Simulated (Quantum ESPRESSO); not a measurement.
The system is SnTe.

```
CELL_PARAMETERS angstrom
0.00000 3.15085 3.15085
3.15085 0.00000 3.15085
3.15085 3.15085 0.00000
ATOMIC_POSITIONS crystal
Te 0.50000 0.50000 0.50000
Sn 0.00000 0.00000 0.00000
```

| Quantity | Value |
| --- | --- |
| Program | Quantum ESPRESSO 7.5 |
| Task | relaxation of cell and atoms |
| Functional | PBEsol |
| Dispersion | D4 |
| Potentials or basis | GBRV 1.5 PBEsol |
| Cutoff | 925 eV |
| Density cutoff | 7401 eV |
| k mesh | 7 × 7 × 7 |
| Occupations | fermi-dirac, width 0.05 eV |
| Spin | no spin polarisation |

At the start: pressure -1.8 GPa; volume 31.28 Å³/atom.

How do energy, volume and symmetry change on relaxing?

Over 3 steps the energy falls by 6.4 meV/atom and the volume is 30.01 Å³/atom (-4.1 %); space group Fm-3m (No. 225, to 0.05 Å).

The path:
| step | energy change (eV) | largest force (eV/Å) | pressure (GPa) | volume (Å³) |
| --- | --- | --- | --- | --- |
| 1 | 0.0000 | 0.0000 | -1.85 | 62.56 |
| 2 | -0.0047 | 0.0000 | -1.51 | 62.08 |
| 3 | -0.0128 | 0.0000 | 0.08 | 60.01 |

Final structure:
```cif
data_structure
_symmetry_space_group_name_H-M 'P 1'
_symmetry_Int_Tables_number 1
_cell_length_a 4.3946
_cell_length_b 4.3946
_cell_length_c 4.3946
_cell_angle_alpha 60.000
_cell_angle_beta 60.000
_cell_angle_gamma 60.000
_cell_volume 60.01
loop_
_atom_site_label
_atom_site_type_symbol
_atom_site_fract_x
_atom_site_fract_y
_atom_site_fract_z
_atom_site_occupancy
Te1 Te 0.50000 0.50000 0.50000 1
Sn1 Sn 0.00000 0.00000 0.00000 1
```
